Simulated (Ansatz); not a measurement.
# One crystal, many levels of theory: Ta2O5 (Pmmm), part 2 of 3

Wanted: a ladder of band gaps for Ta2O5 (Pmmm), from density functionals to G0W0.

Ansatz 0.2.0; density functionals, hybrids and G0W0, plane waves, PAW. Known limits of the many-body steps: finite bands, screening cutoff and k mesh; no spin-orbit coupling in G0W0.

So far. Step 5 (PBE+SOC on the 6×6×4 mesh): Over mesh and listed points the gap is 0.115 eV, from k = (0.500, 0.500, 0.500) to k = (0.500, 0.000, 0.000). The least direct gap found is 0.388 eV, at k = (0.500, 0.500, 0.000). The pressure in this cell is 8 GPa; the cell is kept. PBE+SOC against PBE: 0.115 − 0.211 = −0.096 eV, with the same mesh, set of files (read in its fully relativistic form for the spin-orbit run) and cutoff, and both edges at the same k points.

In doubt: masses and optical values from hybrid runs of this build are listed as unsure (steps 11, 12), which bears on the screening that GW takes from such a start.

**7. HSE06 on the 4×4×2 mesh**

HSE06 mixes in a quarter of exact exchange at short range.

This step: DFT, HSE06, plane waves, PAW.

input.yaml

```yaml
crystal:
  lattice:
    - [3.677, 0.0, 0.0]
    - [0.0, 3.897, 0.0]
    - [0.0, 0.0, 6.217]
  atoms:
    - { symbol: Ta, position: [0.5, 0.0, 0.5] }
    - { symbol: Ta, position: [0.0, 0.0, 0.0] }
    - { symbol: O, position: [0.0, 0.0, 0.319] }
    - { symbol: O, position: [0.0, 0.0, 0.681] }
    - { symbol: O, position: [0.5, 0.5, 0.5] }
    - { symbol: O, position: [0.5, 0.0, 0.0] }
    - { symbol: O, position: [0.0, 0.5, 0.0] }
kpoints:
  mp_grid: { grid: [4, 4, 2] }
  band_path:
    path:
      - [0.0, 0.0, 0.0]
      - [0.5, 0.0, 0.0]
      - [0.5, 0.5, 0.0]
      - [0.0, 0.5, 0.0]
      - [0.0, 0.0, 0.5]
      - [0.5, 0.0, 0.5]
      - [0.5, 0.5, 0.5]
      - [0.0, 0.5, 0.5]
    npoints: 1
hamiltonian:
  xc: hse06
scf:
  occupations: { method: fixed }
  n_extra_bands: 6
output:
  eigenvalues: true
```

Launch:

```
$ ansatz run input.yaml --threads 3 --pin off --max-ram 64512MiB --backend cuda --events-out ev --progress --plain --runs-dir out --devices 1 --max-vram 24GiB  # rebuilt from the run's record
```

Numbers of over 12 decimals in the logs are rounded to 6 here.

The log of the run:

```text
[...]
GPUs: using 1 of 1 available (devices: 1).
[...]
davidson cushion auto → on  (no smearing: the cushion is to keep the highest requested band from converging to the state above it; pin scf.eigensolver.cushion to override)
[...]
GPU FFT provider: cuFFT
GPU libraries: cuBLAS 13.8.2, cuFFT 12.4.0, cuSOLVER 12.3.4
Crystal: 7 atoms, lattice volume = 89.085 Å³
Basis set: ecut = 420 eV, 1749 PW (Γ)
[...]
Fermi energy:    8.274297 eV
[...]
--- Band table (eV; the first three rows and the last of 18) ---
  k-point 0: bands = [... 24 lower, 6.6060, 7.3705, 7.3780, 7.5887, 9.9576, 10.2444, 10.6238, 11.9040, ... 2 higher]
  k-point 1: bands = [... 24 lower, 5.9506, 7.0246, 7.3580, 7.5840, 10.2617, 10.8801, 10.8847, 12.0545, ... 2 higher]
  k-point 2: bands = [... 24 lower, 5.9879, 6.6790, 6.7617, 7.2563, 10.1203, 11.9017, 11.9347, 12.0545, ... 2 higher]
  k-point 17: bands = [... 24 lower, 4.8807, 5.4626, 7.3072, 8.2743, 10.5987, 12.7278, 13.0795, 13.9267, ... 2 higher]
[key lines of the parts left out:]
Free energy (F): -22706.809884 eV
```

The job ended after 16 s (1 × NVIDIA H100 80GB HBM3 (shared by 3 runs) with 3 threads of AMD EPYC 7R13 (Zen 3), shared host; peak memory 1.3 GiB; 26 s of CPU time).

Numbers from this step:

* gap: 1.360 eV
* valence top at: R
* conduction bottom at: X
* least direct gap: 1.751 eV
* exact-exchange fraction: 0.25

Over mesh and listed points the gap is 1.360 eV, from k = (0.500, 0.500, 0.500) to k = (0.500, 0.000, 0.000). The least direct gap found is 1.751 eV, at k = (0.500, 0.500, 0.000). HSE06 against PBEsol: 1.360 − 0.172 = +1.188 eV. The runs also differ in mesh (6×6×4 and 4×4×2), so how much of this comes from the functional alone is not known. The program's warnings for this run: metallic iterate.

**8. PBE0 on the 4×4×2 mesh**

PBE0 mixes in a quarter of exact exchange at all distances.

This step: DFT, PBE0, plane waves, PAW.

input.yaml, as its differences from that of step 7:

```diff
@@ -27,3 +27,3 @@
 hamiltonian:
-  xc: hse06
+  xc: pbe0
 scf:
@@ -33 +33,5 @@
   eigenvalues: true
+  write_density: true
+  write_potential: true
+  elf: true
+  volumetric_format: npy
```

The log of the run:

```text
[...]
GPUs: using 1 of 1 available (devices: 1).
[...]
GPU FFT provider: cuFFT
GPU libraries: cuBLAS 13.8.2, cuFFT 12.4.0, cuSOLVER 12.3.4
Crystal: 7 atoms, lattice volume = 89.085 Å³
Basis set: ecut = 420 eV, 1749 PW (Γ)
Bands: 34, of which v1, the nominal top of the filled ones, is band 28 counted from 1 (27 counted from 0)
Symmetry: 8 space group operations
[...]
k-points: 18 of 32
[...]
Fermi energy:    7.880921 eV
[...]
--- Band table (eV; the first three rows and the last of 18) ---
  k-point 0: bands = [... 24 lower, 6.2203, 6.9894, 7.0012, 7.2115, 10.3170, 10.6028, 10.9925, 12.2796, ... 2 higher]
  k-point 1: bands = [... 24 lower, 5.5593, 6.6369, 6.9802, 7.2065, 10.6220, 11.2556, 11.2587, 12.4213, ... 2 higher]
  k-point 2: bands = [... 24 lower, 5.5953, 6.2905, 6.3773, 6.8645, 10.4827, 12.2825, 12.3110, 12.4400, ... 2 higher]
  k-point 17: bands = [... 24 lower, 4.4713, 5.0580, 6.9109, 7.8809, 10.9777, 13.1070, 13.4777, 14.3269, ... 2 higher]
[key lines of the parts left out:]
Free energy (F): -22702.477798 eV
```

It took 54 s on 1 × NVIDIA H100 80GB HBM3 (shared by 3 runs) with 3 threads; peak memory 1.2 GiB.

This step gave:

| Quantity | Value |
| --- | --- |
| gap | 2.107 eV |
| valence top at | R |
| conduction bottom at | X |
| least direct gap | 2.515 eV |
| exact-exchange fraction | 0.25 |

Over mesh and listed points the gap is 2.107 eV, from k = (0.500, 0.500, 0.500) to k = (0.500, 0.000, 0.000). The least direct gap found is 2.515 eV, at k = (0.500, 0.500, 0.000). PBE0 against HSE06: 2.107 − 1.360 = +0.747 eV, with the same mesh, files and cutoff, and both edges at the same k points. The program's warnings for this run: metallic iterate.

**9. DDH-PBE0 on the 4×4×2 mesh**

The input asks for a share of exact exchange of one over the crystal's ε∞, which the program works out first.

This step: DFT, dielectric-dependent PBE0 (fraction 1/eps_inf of PBE), plane waves, PAW.

input.yaml, as its differences from that of step 8:

```diff
@@ -13,2 +13,3 @@
     - { symbol: O, position: [0.0, 0.5, 0.0] }
+  host: atoms
 kpoints:
@@ -27,3 +28,6 @@
 hamiltonian:
-  xc: pbe0
+  xc:
+    exchange: pbe
+    correlation: pbe
+    exx: { coeff: inverse_dielectric }
 scf:
```

The log of the run:

```text
[...]
the fraction of exact exchange is that of a crystal of Ta2O5
GPUs: using 1 of 1 available (devices: 1).
[...]
a weight of exact exchange comes from the crystal, and the text's number only plans the run
Solving k-mesh 4×4×2 for the fraction of exact exchange
[...]
Fermi energy:    8.473026 eV
[...]
--- Band table (eV; the first three rows and the last of 18) ---
  k-point 0: bands = [... 24 lower, 6.8396, 7.5739, 7.6123, 7.8184, 10.0053, 10.3358, 10.7169, 11.9299, ... 2 higher]
  k-point 1: bands = [... 24 lower, 6.2584, 7.2233, 7.5889, 7.8137, 10.3537, 10.9261, 10.9964, 12.0849, ... 2 higher]
  k-point 2: bands = [... 24 lower, 6.2621, 6.9207, 7.0001, 7.4592, 10.1613, 11.9594, 11.9718, 12.1125, ... 2 higher]
  k-point 17: bands = [... 24 lower, 5.1300, 5.7492, 7.5174, 8.4730, 10.6211, 12.7976, 13.0910, 13.9267, ... 2 higher]
[key lines of the parts left out:]
Free energy (F): -22704.130265 eV
```

Elapsed: 2 min, on 1 × NVIDIA H100 80GB HBM3 (shared by 3 runs) with 3 threads; peak memory 2.1 GiB.

Numbers from this step:

```yaml
gap: 1.269 eV
valence_top_at: R
conduction_bottom_at: X
least_direct_gap: 1.585 eV
exact_exchange_fraction: 0.1463
```

Over mesh and listed points the gap is 1.269 eV, from k = (0.500, 0.500, 0.500) to k = (0.500, 0.000, 0.000). The least direct gap found is 1.585 eV, at k = (0.500, 0.500, 0.000). DDH-PBE0 against PBE0: 1.269 − 2.107 = −0.838 eV, with the same mesh, files and cutoff, and both edges at the same k points. The program's warnings for this run: metallic iterate.

**10. G0W0@PBE, 4×4×4 mesh, 572 empty bands, screening to 200 eV**

G0W0 replaces the xc potential by a self-energy built once from the orbitals of the start. Levels are corrected in the window of bands that the input names, at points of the mesh.

This step: G0W0 on PBE, plane waves, PAW.

input.yaml

```yaml
crystal:
  lattice:
    - [3.677, 0.0, 0.0]
    - [0.0, 3.897, 0.0]
    - [0.0, 0.0, 6.217]
  atoms:
    - { symbol: Ta, position: [0.5, 0.0, 0.5] }
    - { symbol: Ta, position: [0.0, 0.0, 0.0] }
    - { symbol: O, position: [0.0, 0.0, 0.319] }
    - { symbol: O, position: [0.0, 0.0, 0.681] }
    - { symbol: O, position: [0.5, 0.5, 0.5] }
    - { symbol: O, position: [0.5, 0.0, 0.0] }
    - { symbol: O, position: [0.0, 0.5, 0.0] }
kpoints:
  mp_grid: { grid: [4, 4, 4] }
hamiltonian:
  xc: pbe
scf:
  occupations: { method: fixed }
gw:
  n_empty_bands: 572
  ecut_chi: 200.0
  qp_bands: [v2, c2]
  qp_kpoints: band_edges
  screening: { model: contour_deformation }
```

The log of the run:

```text
GPUs: using 1 of 1 available (devices: 1).
[...]
GPU FFT provider: cuFFT
GPU libraries: cuBLAS 13.8.2, cuFFT 12.4.0, cuSOLVER 12.3.4
Crystal: 7 atoms, lattice volume = 89.085 Å³
Basis set: ecut = 420 eV, 1749 PW (Γ)
Bands: 35, of which v1, the nominal top of the filled ones, is band 28 counted from 1 (27 counted from 0)
Symmetry: 8 space group operations
[...]
k-points: 27 of 64
[...]
3    30     11.4893   -13.4474    -5.1623   -19.1851  0.7710    12.0594    12.0647  root
[...]
26    27      8.3409   -25.9969     4.5954   -20.8945  0.6944     7.8362     7.8340  root
    26    28      9.2693   -26.5051     4.7011   -21.2532  0.6989     8.7155     8.7184  root
    26    29     10.1590   -12.8318    -5.8685   -19.1649  0.7154    10.6176    10.6235  root
    26    30     12.4002   -15.9862    -5.2558   -21.8876  0.7371    13.0461    13.0457  root
[key lines of the parts left out:]
SCF converged after 9 iterations
Free energy (F): -22706.700552 eV
Fermi energy:    9.269256 eV
```

Elapsed: 34 s, on 1 × NVIDIA H100 80GB HBM3 (shared by 3 runs) with 3 threads; peak memory 3.1 GiB.

Numbers from this step:

```
bands summed                                    : 600
RPA ε∞ on this mesh (eigenvalues)               : 5.541, 6.794, 9.766
plane waves in the screening matrix             : 575
G0W0 gap over the corrected points              : 1.144 eV
k of the valence top                            : -0.5, -0.5, -0.5
k of the conduction bottom                      : -0.5, 0, 0
starting gap on the mesh                        : 0.1898 eV
Z at the valence top                            : 0.6989
Z at the conduction bottom                      : 0.7542
least direct G0W0 gap over the corrected points : 1.361 eV
```

Over 13 of 27 irreducible mesh points the G0W0 gap is 1.144 eV, from k = (-0.500, -0.500, -0.500) to k = (-0.500, 0.000, 0.000). The PBE gap of this run on the mesh is 0.190 eV. The two states that bound the G0W0 gap lie that far apart at the start, so the correction of the gap is 1.144 − 0.190 = +0.954 eV.

**11. G0W0@HSE06, 4×4×4 mesh, 572 empty bands, screening to 200 eV**

This step: G0W0 on HSE06, plane waves, PAW.

input.yaml, as its differences from that of step 10:

```diff
@@ -16,3 +16,3 @@
 hamiltonian:
-  xc: pbe
+  xc: hse06
 scf:
```

The log of the run:

```text
GPUs: using 1 of 1 available (devices: 1).
[...]
GPU FFT provider: cuFFT
GPU libraries: cuBLAS 13.8.2, cuFFT 12.4.0, cuSOLVER 12.3.4
Crystal: 7 atoms, lattice volume = 89.085 Å³
Basis set: ecut = 420 eV, 1749 PW (Γ)
Bands: 35, of which v1, the nominal top of the filled ones, is band 28 counted from 1 (27 counted from 0)
Symmetry: 8 space group operations
[...]
k-points: 27 of 64
[...]
3    29     10.1183   -10.8633    -5.0774   -16.0677  0.7971    10.2455    10.2453  root
     3    30     11.9059   -14.4862    -4.7703   -19.6020  0.7812    12.2531    12.2513  root
[...]
26    27      7.3033   -26.0171     4.1158   -21.9750  0.7533     7.3769     7.3770  root
    26    28      8.2724   -26.5523     4.1919   -22.4029  0.7599     8.3149     8.3149  root
    26    29     10.5985   -12.3997    -5.5022   -18.0808  0.7799    10.7779    10.7774  root
    26    30     12.7325   -15.7590    -4.8918   -21.0671  0.7914    13.1511    13.1487  root
[key lines of the parts left out:]
Free energy (F): -22706.835179 eV
Fermi energy:    8.272437 eV
```

Elapsed: 1.8 min, on 1 × NVIDIA H100 80GB HBM3 (shared by 3 runs) with 3 threads; peak memory 3.3 GiB.

Numbers from this step:

* bands summed: 600
* RPA ε∞ on this mesh (eigenvalues): 3.883, 4.821, 5.823
* plane waves in the screening matrix: 575
* G0W0 gap over the corrected points: 1.556 eV
* k of the valence top: -0.5, -0.5, -0.5
* k of the conduction bottom: -0.5, 0, 0
* starting gap on the mesh: 1.367 eV
* Z at the valence top: 0.7599
* Z at the conduction bottom: 0.8048
* least direct G0W0 gap over the corrected points: 1.875 eV

Over 10 of 27 irreducible mesh points the G0W0 gap is 1.556 eV, from k = (-0.500, -0.500, -0.500) to k = (-0.500, 0.000, 0.000). The HSE06 gap of this run on the mesh is 1.367 eV. The two states that bound the G0W0 gap lie that far apart at the start, so the correction of the gap is 1.556 − 1.367 = +0.189 eV. G0W0@HSE06 against G0W0@PBE with 600 bands: 1.556 − 1.144 = +0.412 eV, with the same mesh, files and cutoffs, and both edges at the same k points. The program's warnings for this run: metallic iterate.

**12. G0W0@PBE0, 4×4×4 mesh, 572 empty bands, screening to 200 eV**

This step: G0W0 on PBE0, plane waves, PAW.

input.yaml, as its differences from that of step 11:

```diff
@@ -16,3 +16,3 @@
 hamiltonian:
-  xc: hse06
+  xc: pbe0
 scf:
```

The log of the run:

```text
GPUs: using 1 of 1 available (devices: 1).
[...]
GPU FFT provider: cuFFT
GPU libraries: cuBLAS 13.8.2, cuFFT 12.4.0, cuSOLVER 12.3.4
Crystal: 7 atoms, lattice volume = 89.085 Å³
Basis set: ecut = 420 eV, 1749 PW (Γ)
Bands: 35, of which v1, the nominal top of the filled ones, is band 28 counted from 1 (27 counted from 0)
Symmetry: 8 space group operations
[...]
k-points: 27 of 64
[...]
3    29     10.4781   -10.8353    -4.9328   -15.6567  0.8117    10.3669    10.3668  root
     3    30     12.2865   -14.4549    -4.6331   -19.1782  0.7972    12.3768    12.3767  root
[...]
26    27      6.9071   -26.0256     3.9639   -22.3893  0.7689     7.2335     7.2348  root
    26    28      7.8792   -26.5583     4.0408   -22.8149  0.7747     8.1756     8.1766  root
    26    29     10.9779   -12.3777    -5.3424   -17.6579  0.7962    10.9157    10.9157  root
    26    30     13.1113   -15.7452    -4.7482   -20.6541  0.8055    13.2724    13.2720  root
[key lines of the parts left out:]
Free energy (F): -22702.502328 eV
Fermi energy:    7.879205 eV
```

Run time: 3.6 min. Hardware: 1 × NVIDIA H100 80GB HBM3 (shared by 3 runs) with 3 threads; peak memory 3.2 GiB; 4.1 min of CPU time.

This step gave:

* bands summed: 600
* RPA ε∞ on this mesh (eigenvalues): 3.614, 4.460, 5.227
* plane waves in the screening matrix: 575
* G0W0 gap over the corrected points: 1.797 eV
* k of the valence top: -0.5, -0.5, -0.5
* k of the conduction bottom: -0.5, 0, 0
* starting gap on the mesh: 2.113 eV
* Z at the valence top: 0.7747
* Z at the conduction bottom: 0.8185
* least direct G0W0 gap over the corrected points: 2.140 eV

Over 10 of 27 irreducible mesh points the G0W0 gap is 1.797 eV, from k = (-0.500, -0.500, -0.500) to k = (-0.500, 0.000, 0.000). The PBE0 gap of this run on the mesh is 2.113 eV. The two states that bound the G0W0 gap lie that far apart at the start, so the correction of the gap is 1.797 − 2.113 = −0.316 eV. G0W0@PBE0 against G0W0@HSE06 with 600 bands: 1.797 − 1.556 = +0.241 eV, with the same mesh, files and cutoffs, and both edges at the same k points. The program's warnings for this run: coarse exchange mesh; metallic iterate.

(Part 2 of 3 ends here.)

[Paths, hosts, dates, memory and timing lines, banners, echoed tables and standing remarks are left out of the program output.]

[Logs are printed without paths, hosts, clocks, repeated set-up lines and the standing remarks that a program may print on its own settings, such as how far it seeks lower states.]

[Runs of the session that timed out or met a known fault of the program may be left out.]

[Cells called generated may have been cut or substituted from an entry of the Crystallography Open Database or the Materials Project.]

[Hosts, paths, dates, database ids (printed as entryN), source tags and the programs' standing remarks are cut or masked in the printed files.]

[Where an RPA ε∞ is given, it is that of the G0W0 mesh and is not shown converged in it. Names of k-points follow the symmetry that the program found, which can be lower than the space group named. Band edges on a path are those of the sampled points; other points can move an edge, and change direct to indirect where valleys lie close.]

[Hybrid gaps are those of their k-mesh and are not shown converged in it.]
